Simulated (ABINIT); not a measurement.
# BaS (Fm-3m) in ABINIT: a series of runs, part 2 of 2

ABINIT 10.8.3 (patched build). Earlier steps stand in the parts before.

### Step 4. Single point, HSE06

run.abi

```
pp_dirpath "./"
pseudos "56_Ba_10_2.8_2.8_pbe_n_v1.0.psp8, 16_S_6_1.8_1.9_pbe_n_v1.0.psp8"

acell 3*1.0
rprim
     0.0000000000     6.0353128105     6.0353128105
     6.0353128105     0.0000000000     6.0353128105
     6.0353128105     6.0353128105     0.0000000000
ntypat 2
znucl 56 16
natom 2
typat 1 2
xred
     0.0000000000     0.0000000000     0.0000000000
     0.5000000000     0.5000000000     0.5000000000

ecut 18.0

kptopt 1
ngkpt 6 6 6
nshiftk 1
shiftk 0.0 0.0 0.0

ixc -428

nband 10
occopt 1

nstep 60
diemac 6.0
toldfe 1.0e-7

iomode 3
prtwf 0
prteig 0
prtebands 0
enunit 1
prtden 1
prtvha 1
prtvclmb 1
prtpot 1
prtelf 1
```

Potentials or basis: SPMS NC PBE v1.0.

Command:

```console
$ mpirun --bind-to none -np 8 abinit run.abi > log 2>&1
```

run.abo:

```text
.Version 10.8.3 of ABINIT
 Symmetries : space group Fm -3 m (#225); Bravais cF (face-center cubic)
================================================================================
 Values of the parameters that define the memory need of the present run
     intxc =       0    ionmov =       0      iscf =       7    lmnmax =       8
     lnmax =       8     mgfft =      36  mpssoang =       4    mqgrid =    3001
     natom =       2  nloc_mem =       1    nspden =       1   nspinor =       1
    nsppol =       1      nsym =      48    n1xccc =    2501    ntypat =       2
    occopt =       1   xclevel =       2
       mpw =        1639          nfft =       46656          nkpt =          16
================================================================================
================================================================================

--------------------------------------------------------------------------------
------------- Echo of variables that govern the present computation ------------
--------------------------------------------------------------------------------
 -outvars: echo values of preprocessed input variables --------
            acell      1.0000000000E+00  1.0000000000E+00  1.0000000000E+00 Bohr
              amu      1.37327000E+02  3.20660000E+01
           diemac      6.00000000E+00
             ecut      1.80000000E+01 Hartree
           enunit           1
              ixc        -428
                       outvar_i_n : Printing only first  50 k-points.
         kptrlatt        6    0    0      0    6    0      0    0    6
          kptrlen      5.12113274E+01
            natom           2
            nband          10
          nbandhf           8
            ngfft          36      36      36
             nkpt          16
           nkpthf         216
            nstep          60
             nsym          48
           ntypat           2
        prtebands           0
           prteig           0
           prtelf           1
           prtpot           1
         prtvclmb           1
           prtvha           1
            prtwf           0
            rprim      0.0000000000E+00  6.0353128105E+00  6.0353128105E+00
                       6.0353128105E+00  0.0000000000E+00  6.0353128105E+00
                       6.0353128105E+00  6.0353128105E+00  0.0000000000E+00
          spgroup         225
           toldfe      1.00000000E-07 Hartree
            typat      1  2
          usefock           1
           xangst      0.0000000000E+00  0.0000000000E+00  0.0000000000E+00
                       3.1937499978E+00  3.1937499978E+00  3.1937499978E+00
            xcart      0.0000000000E+00  0.0000000000E+00  0.0000000000E+00
                       6.0353128105E+00  6.0353128105E+00  6.0353128105E+00
             xred      0.0000000000E+00  0.0000000000E+00  0.0000000000E+00
                       5.0000000000E-01  5.0000000000E-01  5.0000000000E-01
            znucl       56.00000   16.00000

================================================================================

 chkinp: Checking input parameters for consistency.

================================================================================
== DATASET  1 ==================================================================

--- !DatasetInfo
iteration_state: {dtset: 1, }
dimensions: {natom: 2, nkpt: 16, mband: 10, nsppol: 1, nspinor: 1, nspden: 1, mpw: 1639, }
cutoff_energies: {ecut:  18.0, pawecutdg:  -1.0, }
electrons: {nelect:   1.60000000E+01, charge:   0.00000000E+00, occopt:   1.00000000E+00, tsmear:   1.00000000E-02, }
meta: {optdriver: 0, ionmov: 0, optcell: 0, iscf: 7, paral_kgb: 0, }
...

 Real(R)+Recip(G) space primitive vectors, cartesian coordinates (Bohr,Bohr^-1):
[... 77 lines left out ...]
  sigma(3 3)= -1.10781412E-05  sigma(2 1)=  0.00000000E+00

--- !ResultsGS
iteration_state: {dtset: 1, }
comment   : Summary of ground state results
lattice_vectors:
- [  0.0000000,   6.0353128,   6.0353128, ]
- [  6.0353128,   0.0000000,   6.0353128, ]
- [  6.0353128,   6.0353128,   0.0000000, ]
lattice_lengths: [   8.53522,    8.53522,    8.53522, ]
lattice_angles: [ 60.000,  60.000,  60.000, ] # degrees, (23, 13, 12)
lattice_volume:   4.3967255E+02
convergence: {deltae:  6.280E-09, res2:  5.824E-05, residm:  1.452E-07, diffor: null, }
etotal    :  -3.94355024E+01
entropy   :   0.00000000E+00
fermie    :   1.07998055E-01
cartesian_stress_tensor: # hartree/bohr^3
- [ -1.10781412E-05,   0.00000000E+00,   0.00000000E+00, ]
- [  0.00000000E+00,  -1.10781412E-05,   0.00000000E+00, ]
- [  0.00000000E+00,   0.00000000E+00,  -1.10781412E-05, ]
pressure_GPa:   3.2593E-01
xred      :
- [  0.0000E+00,   0.0000E+00,   0.0000E+00, Ba]
- [  5.0000E-01,   5.0000E-01,   5.0000E-01,  S]
cartesian_forces: # hartree/bohr
- [  8.71383616E-32,   1.23063937E-48,  -1.23063937E-48, ]
- [ -8.71383616E-32,  -1.23063937E-48,   1.23063937E-48, ]
force_length_stats: {min:   8.71383616E-32, max:   8.71383616E-32, mean:   8.71383616E-32, }
...

 Integrated electronic density in atomic spheres:
 ------------------------------------------------
 Atom  Sphere_radius  Integrated_density
    1        2.00000          5.29995355
    2        2.00000          3.91500112
================================================================================

 ----iterations are completed or convergence reached----

 Mean square residual over all n,k,spin=   18.552E-10; max=  14.517E-08
 reduced coordinates (array xred) for    2 atoms
       0.000000000000      0.000000000000      0.000000000000
       0.500000000000      0.500000000000      0.500000000000
 rms dE/dt=  6.0727E-31; max dE/dt=  0.0000E+00; dE/dt below (all hartree)
    1       0.000000000000     -0.000000000000     -0.000000000000
    2       0.000000000000      0.000000000000      0.000000000000

 cartesian coordinates (angstrom) at end:
    1      0.00000000000000     0.00000000000000     0.00000000000000
    2      3.19374999782086     3.19374999782086     3.19374999782086

 cartesian forces (hartree/bohr) at end:
    1      0.00000000000000     0.00000000000000    -0.00000000000000
    2     -0.00000000000000    -0.00000000000000     0.00000000000000
 frms,max,avg= 5.0309357E-32 8.7138362E-32   0.000E+00  0.000E+00  0.000E+00 h/b

 cartesian forces (eV/Angstrom) at end:
    1      0.00000000000000     0.00000000000000    -0.00000000000000
    2     -0.00000000000000    -0.00000000000000     0.00000000000000
 frms,max,avg= 2.5870111E-30 4.4808347E-30   0.000E+00  0.000E+00  0.000E+00 e/A
 length scales=  1.000000000000  1.000000000000  1.000000000000 bohr
              =  0.529177210544  0.529177210544  0.529177210544 angstroms
 Fermi (or HOMO) energy (eV) =   2.93878   Average Vxc (eV)=  -7.39202
 Eigenvalues (   eV  ) for nkpt=  16  k points:
 kpt#   1, nband= 10, wtk=  0.00463, kpt=  0.0000  0.0000  0.0000 (reduced coord)
 -24.74869   -8.69524   -8.69524   -8.69524   -8.41453    2.93878    2.93878    2.93878
   7.52927    7.91875
 prteigrs : prtvol=0 or 1, do not print more k-points.

--- !EnergyTerms
iteration_state     : {dtset: 1, }
comment             : Components of total free energy in Hartree
kinetic             :  9.98472503093457E+00
hartree             :  4.84460658661991E+00
xc                  : -8.68792131832421E+00
Ewald energy        : -3.12456541999302E+01
psp_core            :  1.25591231098920E+00
local_psp           : -2.07240571893740E+01
non_local_psp+x     :  5.13688633236163E+00
total_energy        : -3.94355024467231E+01
...

--- !EnergyTermsDC
iteration_state     : {dtset: 1, }
comment             : '"Double-counting" decomposition of free energy'
band_energy         : -3.90930725173907E+00
Ewald energy        : -3.12456541999302E+01
psp_core            :  1.25591231098920E+00
xc_dc               : -5.53627031726243E+00
total_energy_dc     : -3.94353194579425E+01
...

 Cartesian components of stress tensor (hartree/bohr^3)
  sigma(1 1)= -1.10781412E-05  sigma(3 2)=  0.00000000E+00
  sigma(2 2)= -1.10781412E-05  sigma(3 1)=  0.00000000E+00
  sigma(3 3)= -1.10781412E-05  sigma(2 1)=  0.00000000E+00

-Cartesian components of stress tensor (GPa)         [Pressure=  3.2593E-01 GPa]
- sigma(1 1)= -3.25930166E-01  sigma(3 2)=  0.00000000E+00
- sigma(2 2)= -3.25930166E-01  sigma(3 1)=  0.00000000E+00
- sigma(3 3)= -3.25930166E-01  sigma(2 1)=  0.00000000E+00

== END DATASET(S) ==============================================================
================================================================================

 -outvars: echo values of variables after computation  --------
            acell      1.0000000000E+00  1.0000000000E+00  1.0000000000E+00 Bohr
           etotal     -3.9435502447E+01
            fcart      8.7138361616E-32  1.2306393660E-48 -1.2306393660E-48
                      -8.7138361616E-32 -1.2306393660E-48  1.2306393660E-48
            rprim      0.0000000000E+00  6.0353128105E+00  6.0353128105E+00
                       6.0353128105E+00  0.0000000000E+00  6.0353128105E+00
                       6.0353128105E+00  6.0353128105E+00  0.0000000000E+00
           strten     -1.1078141185E-05 -1.1078141185E-05 -1.1078141185E-05
                       0.0000000000E+00  0.0000000000E+00  0.0000000000E+00
           xangst      0.0000000000E+00  0.0000000000E+00  0.0000000000E+00
                       3.1937499978E+00  3.1937499978E+00  3.1937499978E+00
             xred      0.0000000000E+00  0.0000000000E+00  0.0000000000E+00
                       5.0000000000E-01  5.0000000000E-01  5.0000000000E-01
 Calculation completed.
```

It took 54 min on 8 MPI ranks of Intel Xeon Platinum 8259CL at 2.50GHz (Skylake/Cascade Lake), shared host; peak memory 0.96 GiB.

What came out:

| Quantity | Value |
| --- | --- |
| Free energy | -1073.0947 eV |
| Pressure | 0.3 GPa |
| Band gap on the k mesh | 3.07 eV, indirect (least direct gap 3.20 eV) |
| Valence electrons inside the program's atomic spheres | Ba 5.30; S 3.92 |

Caveat: Libxc's HSE differs a little from that of other programs; the potentials were made for another functional, which shifts forces and pressure; spin-orbit coupling is left out, which moves the levels of the heavy elements.

### Step 5. The runs side by side

```tsv
level	most SCF steps	gap on the mesh (eV)	pressure (GPa)
PBEsol	-	2.07	-1.2
PBE	-	2.21	0.7
HSE06	60	3.07	0.3
```

Alike in all rows: task single point; potentials or basis SPMS NC PBE v1.0; no spin polarisation; cell as given; k mesh 6 × 6 × 6; cutoff (eV) 490; smearing fixed.

On the cell as given the gap runs from 2.07 eV (PBEsol) to 3.07 eV (HSE06). The pressure there spans -1.2 GPa (PBEsol) to 0.7 GPa (PBE); a positive pressure means that this level wants a larger cell, a negative one a smaller.

Caveats: spin-orbit coupling is left out, which moves the levels of the heavy elements; the potentials were made for another functional, which shifts forces and pressure (some runs); Libxc's HSE differs a little from that of other programs (some runs).

Absolute energies hang on the potentials; compare differences alone.

### Step 6. How close it comes

Step 2. A measured gap of BaS is 3.806 eV (indirect; 2 K; a printed reference work, monograph, original work of 1988); the calculated 2.07 eV misses it by -1.74 eV. Spin-orbit coupling on Ba is left out. The value is that of PBEsol on a finite k mesh, which can miss the band edges, without temperature or zero-point motion. Semilocal functionals fall short of measured gaps as a rule.

Step 3. Measured gap of BaS: 3.806 eV (indirect; 2 K; a printed reference work, monograph, original work of 1988). This calculation gives 2.21 eV (-1.60 eV). Spin-orbit coupling on Ba is left out. The value is that of PBE on a finite k mesh, which can miss the band edges, without temperature or zero-point motion. Semilocal functionals fall short of measured gaps as a rule.

Step 4. Measured gap of BaS: 3.806 eV (indirect; 2 K; a printed reference work, monograph, original work of 1988). This calculation gives 3.07 eV (-0.73 eV). Spin-orbit coupling on Ba is left out. The value is that of HSE06 on a finite k mesh, which can miss the band edges, without temperature or zero-point motion.
